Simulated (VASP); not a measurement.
All values below come from PBE GGA, VASP's PBE PAW potentials (set 64) (plane waves; VASP).

VASP ran on this input.

**KPOINTS**
```
kpoints
0
G
5 5 5
0 0 0
```

**INCAR**
```
SYSTEM = CsI
PREC = Accurate
ENCUT = 400
EDIFF = 1E-6
NELM = 100
ALGO = Normal
LREAL = .FALSE.
LASPH = .TRUE.
ISMEAR = 0
SIGMA = 0.05
GGA = PE
LMAXMIX = 4
LWAVE = .FALSE.
LCHARG = .FALSE.
ISIF = 2
NELECT = 16.02
```

### POSCAR
```
CsI
1
    4.6614000000     0.0000000000     0.0000000000
    0.0000000000     4.6614000000     0.0000000000
    0.0000000000     0.0000000000     4.6614000000
Cs I
1 1
Direct
  0.0000000000   0.0000000000   0.0000000000
  0.5000000000   0.5000000000   0.5000000000
```

POTCAR, in this order: Cs_sv I (PBE.64 set). Program: vasp_std.

What VASP printed:

**OUTCAR**
```
 ion  position               nearest neighbor table
   1  0.000  0.000  0.000-
   2  0.500  0.500  0.500-
  LATTYP: Found a simple cubic cell.
 ALAT       =     4.6614000000
 Subroutine PRICEL returns:
 Original cell was already a primitive cell.
 Subroutine GETGRP returns: Found 48 space group operations
The static configuration has the point symmetry O_h .
The dynamic configuration has the point symmetry O_h .
 Subroutine INISYM returns: Found 48 space group operations
 Subroutine IBZKPT returns following result:
 Found     10 irreducible k-points:

 Following reciprocal coordinates:
            Coordinates               Weight
  0.000000  0.000000  0.000000      1.000000
  0.200000  0.000000  0.000000      6.000000
  0.400000  0.000000  0.000000      6.000000
  0.200000  0.200000  0.000000     12.000000
  0.400000  0.200000  0.000000     24.000000
  0.400000  0.400000  0.000000     12.000000
  0.200000  0.200000  0.200000      8.000000
  0.400000  0.200000  0.200000     24.000000
  0.400000  0.400000  0.200000     24.000000
...
```

File OSZICAR:
```
       N       E                     dE             d eps       ncg     rms          rms(c)
DAV:   1     0.857568569865E+02    0.85757E+02   -0.53362E+03   240   0.886E+02
DAV:   2     0.168091347629E+01   -0.84076E+02   -0.80570E+02   380   0.156E+02
DAV:   3    -0.542107630092E+01   -0.71020E+01   -0.70866E+01   292   0.512E+01
DAV:   4    -0.551363130898E+01   -0.92555E-01   -0.92514E-01   292   0.761E+00
DAV:   5    -0.551482757661E+01   -0.11963E-02   -0.11962E-02   304   0.907E-01    0.161E+00
DAV:   6    -0.538139433482E+01    0.13343E+00   -0.17890E-01   268   0.192E+00    0.121E+00
DAV:   7    -0.535359599357E+01    0.27798E-01   -0.14237E-01   276   0.179E+00    0.607E-01
DAV:   8    -0.535703128762E+01   -0.34353E-02   -0.10085E-02   268   0.644E-01    0.743E-02
DAV:   9    -0.535747183342E+01   -0.44055E-03   -0.94277E-04   284   0.199E-01    0.756E-02
DAV:  10    -0.535755307783E+01   -0.81244E-04   -0.94762E-05   284   0.721E-02    0.103E-02
DAV:  11    -0.535755588677E+01   -0.28089E-05   -0.17365E-05   288   0.238E-02    0.514E-03
DAV:  12    -0.535755649815E+01   -0.61138E-06   -0.29961E-06   272   0.122E-02
   1 F= -.53575565E+01 E0= -.53574400E+01  d E =-.232897E-03
```

**OUTCAR**
```
------------------------ aborting loop because EDIFF is reached ----------------------------------------
  FORCE on cell =-STRESS in cart. coord.  units (eV):
  Direction    XX          YY          ZZ          XY          YZ          ZX
  --------------------------------------------------------------------------------------
  Total        0.1851892      0.1851892      0.1851892      0.0000000      0.0000000      0.0000000
  in kB        2.9293887      2.9293887      2.9293887      0.0000000      0.0000000      0.0000000
  external PRESSURE =       2.9293887 kB  Pullay stress =       0.0000000 kB
  volume of cell :      101.29
      direct lattice vectors                 reciprocal lattice vectors
     4.661400000  0.000000000  0.000000000     0.214527824  0.000000000  0.000000000
     0.000000000  4.661400000  0.000000000     0.000000000  0.214527824  0.000000000
     0.000000000  0.000000000  4.661400000     0.000000000  0.000000000  0.214527824
 POSITION                                       TOTAL-FORCE (eV/Angst)
 -----------------------------------------------------------------------------------
      0.00000      0.00000      0.00000         0.000000      0.000000      0.000000
      2.33070      2.33070      2.33070         0.000000      0.000000      0.000000
 -----------------------------------------------------------------------------------
    total drift:                                0.000000     -0.000000     -0.000000
  FREE ENERGIE OF THE ION-ELECTRON SYSTEM (eV)
  ---------------------------------------------------
  free  energy   TOTEN  =        -5.3575564982 eV

  energy  without entropy=       -5.3573236015  energy(sigma->0) =       -5.35744005
```
(Selected blocks of OUTCAR.)

The cell is charged, with a uniform compensating background.

The compound is CsI in the CsCl type structure. The cell was not relaxed at this level. The run is one of a series of settings (NELECT = 16.02 against the base run), some of them coarse on purpose.
